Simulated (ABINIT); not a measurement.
## PtSe2 (Sudovikovite): single point with r2SCAN

The system is PtSe2 (Sudovikovite).

```
Pt Se
1.0
     3.72400    0.00000    0.00000
    -1.86200    3.22508    0.00000
     0.00000    0.00000    5.06200
Pt Se
1 2
Direct
  0.00000 0.00000 0.00000
  0.66667 0.33333 0.75000
  0.33333 0.66667 0.25000
```

```
Program             : ABINIT 10.8.3 (patched build)
Task                : single point
Functional          : r2SCAN
Potentials or basis : JTH PAW PBE v2.0
Cutoff              : 653 eV
k mesh              : 5 × 5 × 3
Occupations         : fermi-dirac, width 0.05 eV
Spin                : no spin polarisation
Fine-grid cutoff    : 1251.72 eV
```

```yaml
Pressure: 5.1 GPa
Largest_force: 0.381 eV/Å
Band_gap_on_the_k_mesh: none (metal or under the smearing width)
```

Forces on the atoms (eV/Å):
```
Pt   0.000  0.000  0.000
Se   0.000  0.000 -0.381
Se   0.000  0.000  0.381
```

Stress tensor (GPa, compression positive):
```
5.35 0.00 0.00
0.00 5.35 0.00
0.00 0.00 4.51
```

Levels at points of the mesh, in eV from the Fermi level:
```csv
k point,band 8,band 9,band 10,band 11,band 12,band 13,band 14,band 15
"(0.00, 0.00, 0.00)",-3.02,-1.44,-1.44,0.12,1.25,1.25,3.78,4.50
```

It took 83 s on 1 thread of Arm Neoverse V1, with other jobs on the host, peak memory 0.17 GiB.

Caveat: the k mesh is coarse (spacing up to 0.41 Å⁻¹), so the values aren't converged; the PAW data sets were made with another functional, which shifts forces and pressure a little; the atomic spheres overlap. Spin-orbit coupling is left out, which matters for the levels of Pt.
